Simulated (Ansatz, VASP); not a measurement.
## Ni in VASP and in Ansatz

INCAR

```
SYSTEM = Ni
PREC = Accurate
ENCUT = 520
EDIFF = 1E-6
ISMEAR = -1
SIGMA = 0.05
LREAL = .FALSE.
LASPH = .TRUE.
NELM = 150
ALGO = Fast
ISIF = 2
LWAVE = .FALSE.
LCHARG = .FALSE.
ISPIN = 2
MAGMOM = 1
LORBIT = 11
LMAXMIX = 4
GGA = CA
NBANDS = 15
```

File KPOINTS:

```
Automatic mesh
0
G
  13 13 13
  0 0 0
```

POSCAR

```
Ni
1.0
    0.0000000000      1.7021023080      1.7021023080
    1.7021023080      0.0000000000      1.7021023080
    1.7021023080      1.7021023080      0.0000000000
Ni
1
Direct
    0.0000000000      0.0000000000      0.0000000000
```

The input input.yaml:

```yaml
crystal:
  lattice:
    - [0.0, 1.702102308, 1.702102308]
    - [1.702102308, 0.0, 1.702102308]
    - [1.702102308, 1.702102308, 0.0]
  atoms:
    - { symbol: Ni, position: [0.0, 0.0, 0.0], spin: 1.0 }
kpoints:
  mp_grid: { grid: [13, 13, 13] }
scf:
  occupations: { method: fermi_dirac, width: 0.05 }
hamiltonian:
  xc: lda
  pseudopotentials: { kind: all_electron, lapw: { basis_error: 0.001 } }
magnetization:
  spin_polarized: true
output:
  forces: true
  stress: true
  eigenvalues: true
```

Change from the starting cell: volume scaled by 0.94.

Alike in both runs: task single point; functional LDA; k mesh 13 × 13 × 13; occupations fermi-dirac, width 0.05 eV; collinear spin.

|  | VASP | Ansatz |
| --- | --- | --- |
| version | VASP 6.6.1 | Ansatz 0.2.0 |
| potentials or method | VASP PAW LDA potentials, release 64 (Ni) | all-electron LAPW, scalar-relativistic |
| plane-wave cutoff (eV) | 520 | see its input |

VASP gave:

| Quantity | Value |
| --- | --- |
| gap on the k mesh at the Fermi level (eV) | none |
| pressure (GPa) | 4.5 |
| net moment per atom (μB) | 0.61 |
| size of the moment on the site where the two differ most (μB) | 0.61 |

Task: Estimate Ansatz's values.

Result: gap on the k mesh at the Fermi level (eV): none; pressure (GPa): 4.6; net moment per atom (μB): 0.62; size of the moment on the site where the two differ most (μB): 0.64.

Site moments also hang on the region over which each program counts them. A gap of «none» marks a metal or a gap that the smearing closes. Ansatz ran all-electron here, so the differences hold the error of VASP's frozen core and of both bases.
